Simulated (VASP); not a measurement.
# Mn (P6_3/mmc) in VASP: single point with PBE

Aim: the single point of Mn with PBE.

Everything below comes from runs of VASP 6.6.1. Logs are shortened: lines on timing, memory, paths and dates and some standing lists are left out, and cuts for length are marked.

## 1. The structure

The structure is hexagonal, space group P6_3/mmc (No. 194). Conventional cell: a = 2.481 Å, b = 2.481 Å, c = 4.017 Å, α = 90.00°, β = 90.00°, γ = 120.00°. Mn (site symmetry -6m2) has 12 Mn at 2.47 to 2.48 Å as nearest neighbours.

The cell was built by a generator and needn't be a form met in nature.

## 2. Single point, PBE, collinear spin, typed start

The input, INCAR:

```
SYSTEM = Mn
  ALGO = Fast
  EDIFF = 1E-7
  ENCUT = 520
  GGA = PE
  ISIF = 2
  ISMEAR = 0
  ISPIN = 2
  LASPH = .TRUE.
  LCHARG = .FALSE.
  LMAXMIX = 4
  LORBIT = 11
  LREAL = .FALSE.
  LWAVE = .FALSE.
  MAGMOM = 3.5 3.5
  NBANDS = 24
  NELM = 150
  PREC = Accurate
  SIGMA = 0.05
```

The input, KPOINTS:

```
k-points
0
G
  18 18 10
  0 0 0
```

The input, POSCAR:

```
Mn
1.0
    2.4805466426      0.0000000000      0.0000000000
   -1.2402733213      2.1482164078      0.0000000000
    0.0000000000      0.0000000000      4.0172340134
Mn
2
Direct
    0.3333333333      0.6666666667      0.7500000000
    0.6666666667      0.3333333333      0.2500000000
```

Potentials or basis: VASP PAW PBE potentials, release 64 (Mn_pv).

The run is started by

```sh
$ cat potpaw_PBE.64/Mn_pv/POTCAR > POTCAR
$ mpirun -np 1 vasp_std > vasp.out
```

OUTCAR:

```text
SYSTEM = Mn
   EDIFF = 1E-7
   ENCUT = 520
   GGA = PE
   ISIF = 2
   ISMEAR = 0
   ISPIN = 2
   LASPH = .TRUE.
   LORBIT = 11
   LREAL = .FALSE.
   NELM = 150
   PREC = Accurate

 ion  position               nearest neighbor table
   1  0.333  0.667  0.750-   2 2.47   2 2.47   2 2.47   2 2.47   2 2.47   2 2.47
   2  0.667  0.333  0.250-   1 2.47   1 2.47   1 2.47   1 2.47   1 2.47   1 2.47

  LATTYP: Found a hexagonal cell.
 ALAT       =     2.4805466426
 C/A-ratio  =     1.6194954549

  Lattice vectors:

 A1 = (   2.4805466426,   0.0000000000,   0.0000000000)
 A2 = (  -1.2402733213,   2.1482164078,   0.0000000000)
 A3 = (   0.0000000000,   0.0000000000,   4.0172340134)

Analysis of symmetry for initial positions (statically):
=====================================================================
 Subroutine PRICEL returns:
 Original cell was already a primitive cell.

 Routine SETGRP: Setting up the symmetry group for a
 hexagonal supercell.

 Subroutine GETGRP returns: Found 24 space group operations
 (whereof 12 operations were pure point group operations)
 out of a pool of 24 trial point group operations.

The static configuration has the point symmetry D_3d.
 The point group associated with its full space group is D_6h.

Analysis of symmetry for dynamics (positions and initial velocities):
=====================================================================
 Subroutine PRICEL returns:
 Original cell was already a primitive cell.

 Routine SETGRP: Setting up the symmetry group for a
 hexagonal supercell.

 Subroutine GETGRP returns: Found 24 space group operations
 (whereof 12 operations were pure point group operations)
 out of a pool of 24 trial point group operations.

The dynamic configuration has the point symmetry D_3d.
 The point group associated with its full space group is D_6h.

Analysis of structural, dynamic, and magnetic symmetry:
=====================================================================
 Subroutine PRICEL returns:
 Original cell was already a primitive cell.

 Routine SETGRP: Setting up the symmetry group for a
 hexagonal supercell.

 Subroutine GETGRP returns: Found 24 space group operations
 (whereof 12 operations were pure point group operations)
 out of a pool of 24 trial point group operations.

The overall configuration has the point symmetry D_3d.
 The point group associated with its full space group is D_6h.

 Subroutine INISYM returns: Found 24 space group operations
 (whereof 12 operations are pure point group operations),
 and found     1 'primitive' translations

----------------------------------------------------------------------------------------

                                     Primitive cell

  volume of cell :      21.4068

  direct lattice vectors                    reciprocal lattice vectors
     2.480546643  0.000000000  0.000000000     0.403136947  0.232751225  0.000000000
    -1.240273321  2.148216408  0.000000000     0.000000000  0.465502450  0.000000000
     0.000000000  0.000000000  4.017234013     0.000000000  0.000000000  0.248927495

  length of vectors
     2.480546643  2.480546643  4.017234013     0.465502450  0.465502450  0.248927495

  position of ions in fractional coordinates (direct lattice)
     0.333333333  0.666666667  0.750000000
     0.666666667  0.333333333  0.250000000

  ion indices of the primitive-cell ions
   primitive index   ion index
                 1           1
                 2           2

----------------------------------------------------------------------------------------

 KPOINTS: k-points

Automatic generation of k-mesh.
 Grid dimensions read from file:
 generate k-points for:   18   18   10

 Generating k-lattice:

  Cartesian coordinates                     Fractional coordinates (reciprocal lattice)
     0.022396497  0.012930624  0.000000000     0.055555556 -0.000000000  0.000000000
     0.000000000  0.025861247  0.000000000     0.000000000  0.055555556  0.000000000
     0.000000000  0.000000000  0.024892750     0.000000000  0.000000000  0.100000000

  Length of vectors
     0.025861247  0.025861247  0.024892750

  Shift w.r.t. Gamma in fractional coordinates (k-lattice)
     0.000000000  0.000000000  0.000000000

 Subroutine IBZKPT returns following result:
 ===========================================

 Found    222 irreducible k-points:

 Following reciprocal coordinates:
            Coordinates               Weight
  0.000000  0.000000  0.000000      1.000000
  0.055556  0.000000  0.000000      6.000000
  0.111111  0.000000  0.000000      6.000000
  0.166667  0.000000  0.000000      6.000000
  0.222222  0.000000  0.000000      6.000000
  0.277778  0.000000  0.000000      6.000000
[... 16 lines left out ...]
  0.333333  0.111111  0.000000     12.000000
  0.388889  0.111111  0.000000     12.000000
 [... further k-points ...]
   k-points           NKPTS =    222   k-points in BZ     NKDIM =    222   number of bands    NBANDS=     24
   number of dos      NEDOS =    301   number of ions     NIONS =      2
   total plane-waves  NPLWV =   9720
   dimension x,y,z NGX =    18 NGY =   18 NGZ =   30
   dimension x,y,z NGXF=    36 NGYF=   36 NGZF=   60
   ions per type =               2
   NGX,Y,Z   is equivalent  to a cutoff of  12.06, 12.06, 12.41 a.u.
   NGXF,Y,Z  is equivalent  to a cutoff of  24.13, 24.13, 24.83 a.u.
 SYSTEM =  Mn
   PREC   = accura    normal or accurate (medium, high low for compatibility)
   ISTART =      0    job   : 0-new  1-cont  2-samecut
   ICHARG =      2    charge: 1-file 2-atom 10-const
   ISPIN  =      2    spin polarized calculation?
   LNONCOLLINEAR =      F non collinear calculations
   LSORBIT =      F    spin-orbit coupling
   LASPH  =      T    aspherical Exc in radial PAW
   ENCUT  =  520.0 eV  38.22 Ry    6.18 a.u.   4.61  4.61  7.47*2*pi/ulx,y,z
   NELM   =    150;   NELMIN=  2; NELMDL= -5     # of ELM steps
   EDIFF  = 0.1E-06   stopping-criterion for ELM
   LREAL  =      F    real-space projection
   EDIFFG = 0.1E-05   stopping-criterion for IOM
   NSW    =      0    number of steps for IOM
   IBRION =     -1    ionic relax: 0-MD 1-quasi-New 2-CG
   NFREE  =      0    steps in history (QN), initial steepest desc. (CG)
   ISIF   =      2    stress and relaxation
   ISYM   =      2    0-nonsym 1-usesym 2-fastsym
   POTIM  = 0.5000    time-step for ionic-motion
   TEBEG  =    0.0;   TEEND  =   0.0 temperature during run
   PSTRESS=    0.0 pullay stress
   NELECT =      26.0000    total number of electrons
   NUPDOWN=      -1.0000    fix difference up-down
   EMIN   =  10.00;   EMAX   =-10.00  energy-range for DOS
   EFERMI =   0.00;   METHOD = LEGACY
   ISMEAR =     0;   SIGMA  =   0.05  broadening in eV -4-tet -1-fermi 0-gaus
   EFERMI_NEDOS =   21; number of points for ismear=-14 and -15
   IALGO  =     68    algorithm
   IMIX   =      4    mixing-type and parameters
     AMIX     =   0.40;   BMIX     =  1.00
     AMIX_MAG =   1.60;   BMIX_MAG =  1.00
  volume/ion in A,a.u.               =      10.70        72.23
  Fermi-wavevector in a.u.,A,eV,Ry     =   1.746687  3.300760 41.510226  3.050916
  Thomas-Fermi vector in A             =   2.818133
   LORBIT       =     11    0 simple, 1 ext, 2 COOP (PROOUT), +10 PAW based schemes
   GGA     = PE    functional components
   LHFCALC =     F    Hartree Fock is set to
   AEXX    =    0.0000 exact exchange contribution
   IVDW    =     0    specifies the selected vdW correction
   LEPSILON=     F    determine dielectric tensor
   LRPA    =     F    only Hartree local field effects (RPA)
 spin polarized calculation
 RMM-DIIS sequential band-by-band and
 Gauss-broadening in eV      SIGMA  =   0.05
  energy-cutoff  :      520.00
  volume of cell :       21.41
 maximum number of plane-waves:       588
   NGX =  9   NGY =  9   NGZ = 15

 number of electron      26.0000029 magnetization      -0.0001655

 number of electron      26.0000029 magnetization       0.0000426

 Free energy of the ion-electron system (eV)
  ---------------------------------------------------
  ext. energy  EPLUGINS =         0.00000000
  ---------------------------------------------------
  free energy    TOTEN  =       -17.88830995 eV

  energy without entropy =      -17.88406901  energy(sigma->0) =      -17.88618948

 E-fermi :  10.4218     XC(G=0): -14.0431

 val. band max:       10.4203853758   @ k =   0.2778   0.2778   0.5000
 cond. band min:      10.4246185518   @ k =   0.0556   0.0000   0.0000
 fundamental gap:      0.0042331761
 Fermi energy:        10.4217729414

 spin component 1

 k-point     1 :       0.0000    0.0000    0.0000
  band No.  band energies     occupation
      1     -37.8539      1.00000
      2     -37.1811      1.00000
      3     -37.1811      1.00000
      4     -37.0757      1.00000
      5     -37.0757      1.00000
      6     -37.0705      1.00000
[... 16 lines left out ...]
     23      36.9059      0.00000
     24      36.9061      0.00000
[... 598 lines left out ...]
      2     -37.6018      1.00000
      3     -37.5074      1.00000
      4     -37.3816      1.00000
      5     -37.2535      1.00000
      6     -37.2124      1.00000
[... 16 lines left out ...]
     23      27.7955      0.00000
     24      31.1463      0.00000

 [... further k-points ...]

 spin component 2

 k-point     1 :       0.0000    0.0000    0.0000
  band No.  band energies     occupation
      1     -37.8538      1.00000
      2     -37.1811      1.00000
      3     -37.1811      1.00000
      4     -37.0757      1.00000
      5     -37.0757      1.00000
      6     -37.0705      1.00000
[... 16 lines left out ...]
     23      36.9062      0.00000
     24      36.9079      0.00000
[... 598 lines left out ...]
      2     -37.6018      1.00000
      3     -37.5073      1.00000
      4     -37.3816      1.00000
      5     -37.2535      1.00000
      6     -37.2124      1.00000
[... 16 lines left out ...]
     23      27.7955      0.00000
     24      31.1463      0.00000

 [... further k-points ...]

------------------------ aborting loop because EDIFF is reached ----------------------------------------

  FORCE on cell =-STRESS in cart. coord.  units (eV):
  Direction    XX          YY          ZZ          XY          YZ          ZX
  --------------------------------------------------------------------------------------
  -------------------------------------------------------------------------------------
  Total       -0.0078484     -0.0078484     -0.0360047      0.0000000      0.0000000      0.0000000
  in kB       -0.5874035     -0.5874035     -2.6947401      0.0000000      0.0000000      0.0000000
  external PRESSURE =      -1.2898490 kB  Pullay stress =       0.0000000 kB

 VOLUME and BASIS-vectors are now :
 -----------------------------------------------------------------------------
  energy-cutoff  :      520.00
  volume of cell :       21.41
      direct lattice vectors                 reciprocal lattice vectors
     2.480546643  0.000000000  0.000000000     0.403136947  0.232751225  0.000000000
    -1.240273321  2.148216408  0.000000000     0.000000000  0.465502450  0.000000000
     0.000000000  0.000000000  4.017234013     0.000000000  0.000000000  0.248927495

 POSITION                                       TOTAL-FORCE (eV/Angst)
 -----------------------------------------------------------------------------------
     -0.00000      1.43214      3.01293        -0.000000      0.000000      0.000000
      1.24027      0.71607      1.00431         0.000000     -0.000000      0.000000
 -----------------------------------------------------------------------------------
    total drift:                               -0.000000      0.000000     -0.000000

  FREE ENERGIE OF THE ION-ELECTRON SYSTEM (eV)
  ---------------------------------------------------
  free  energy   TOTEN  =       -17.8883099492 eV

  energy  without entropy=      -17.8840690101  energy(sigma->0) =      -17.88618948

 total charge

# of ion       s       p       d       tot
------------------------------------------
    1        0.428   6.402   5.163  11.993
    2        0.428   6.402   5.163  11.993
--------------------------------------------------
tot          0.856  12.804  10.327  23.987

 magnetization (x)

# of ion       s       p       d       tot
------------------------------------------
    1       -0.000   0.000   0.000   0.000
    2       -0.000   0.000   0.000   0.000
--------------------------------------------------
tot         -0.000   0.000   0.000   0.000
```

Wall time 2.4 min (1 thread of Intel Xeon Platinum 8488C (Sapphire Rapids), shared host); peak memory 0.25 GiB.

What came out:

- Free energy: -17.8883 eV
- Pressure: -0.1 GPa
- Band gap on the k mesh: none (metal or under the smearing width)
- Net moment: 0.00 μB per cell
- Valence electrons inside the program's atomic spheres: Mn 11.99

Stress tensor (GPa, compression positive):
```
-0.06  0.00  0.00
 0.00 -0.06  0.00
 0.00  0.00 -0.27
```

Caveat: the starting moments collapsed, and a magnetic state may lie lower.
